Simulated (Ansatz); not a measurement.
# B: which structure wins at one pressure

Aim: bring B in several structures (fcc, bcc, hcp, sc, diamond, beta tin) to one pressure and rank them by enthalpy. The pressure is set by scaling the first phase. Methods of the runs shown: PAW.

Computed with Ansatz 0.2.0 (DFT, PBE, PAW with Ansatz's default frozen-core files, scalar-relativistic, unless a step's input says otherwise).

## 1. The system as given

Symmetry: Fm-3m, No. 225, cubic system. The conventional cell has a = 2.962 Å, b = 2.962 Å, c = 2.962 Å, α = 90.00°, β = 90.00°, γ = 90.00°. Around B (site symmetry m-3m) lie 12 B at 2.09 Å.

Coordinates:

```
B
1.0
     0.00000    1.48125    1.48125
     1.48125    0.00000    1.48125
     1.48125    1.48125    0.00000
B
1
Direct
  0.00000 0.00000 0.00000
```

## 2. Cell relaxed at zero pressure, PAW

input.yaml

```yaml
crystal:
  lattice:
    - [0.0, 1.4812480342, 1.4812480342]
    - [1.4812480342, 0.0, 1.4812480342]
    - [1.4812480342, 1.4812480342, 0.0]
  atoms:
    - { symbol: B, position: [0.0, 0.0, 0.0] }
kpoints:
  mp_grid: { grid: [23, 23, 23] }
scf:
  occupations: { method: fermi_dirac, width: 0.1 }
hamiltonian:
  xc: pbe
  pseudopotentials: { kind: paw }
output:
  forces: true
  stress: true
relax:
  f_tol: 0.005
  max_steps: 40
  cell: {}
```

On the command line:

```
> ansatz run input.yaml --threads 1 --pin off --max-ram 3584MiB --backend cpu --events-out ev --progress --plain --runs-dir out
```

The runs that follow: Volume scaled by 0.424, to set the pressure, PAW; Fcc relaxed under pressure, PAW; Bcc relaxed under pressure, PAW; Hcp relaxed under pressure, PAW; Sc relaxed under pressure, PAW; Diamond relaxed under pressure, PAW; Beta tin relaxed under pressure, PAW.

Q: Predict the outcome of this session. Wanted: pressure; lowest.

As calculated:

| quantity | value |
| --- | --- |
| pressure | 1000 GPa |
| lowest (PAW) | fcc, 192.8 meV/atom under hcp |

By PAW the order is fcc < hcp < bcc < beta tin < sc < diamond. Only these structures were tried, with electrons smeared by 0.1 eV and without vibrations, so the true ground state may be another. The k meshes differ between phases and weren't tested, which can move differences by some meV.
